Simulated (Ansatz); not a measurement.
HfN:

```
Hf N
1.0
     0.00000    2.25600    2.25600
     2.25600    0.00000    2.25600
     2.25600    2.25600    0.00000
Hf N
1 1
Cartesian
  0.0000 0.0000 0.0000
  2.2560 2.2560 2.2560
```

```yaml
Program: Ansatz 0.2.0
Task: relaxation of cell and atoms
Functional: LDA
Potentials_or_basis: Ansatz PAW
Cutoff: "420 eV (not typed: the program's choice for these potentials)"
k_mesh: 10 × 10 × 10
Occupations: fermi-dirac, width 0.05 eV
Spin: no spin polarisation
```

At the start: volume 11.48 Å³/atom.

Problem. How do energy, volume and symmetry change on relaxing?

Solution. It ends after 7 steps and the volume is 11.15 Å³/atom (-2.9 %); space group Fm-3m (No. 225, to 0.05 Å).

The path:
```csv
step,energy change (eV),largest force (eV/Å),volume (Å³)
1,0.0000,0.0000,22.96
2,-0.0158,0.0000,21.95
3,-0.0199,0.0000,22.33
4,-0.0199,0.0000,22.31
5,-0.0176,0.0000,22.31
6,-0.0177,0.0000,22.30
7,-0.0176,0.0000,22.30
```

Final structure:
```xyz
2
Lattice="0.0000 2.2340 2.2340 2.2340 0.0000 2.2340 2.2340 2.2340 0.0000" Properties=species:S:1:pos:R:3 pbc="T T T"
Hf    0.0000    0.0000    0.0000
N     2.2340    2.2340    2.2340
```

Caveat: the plane-wave basis is chosen anew once the cell has moved, so the energies of steps on either side of that aren't comparable; the pressure holds a Pulay correction of +0.7 GPa for the finite cutoff; the PAW data sets come from PBE, with cores solved anew for the run's functional, which leaves a small shift of forces and pressure.
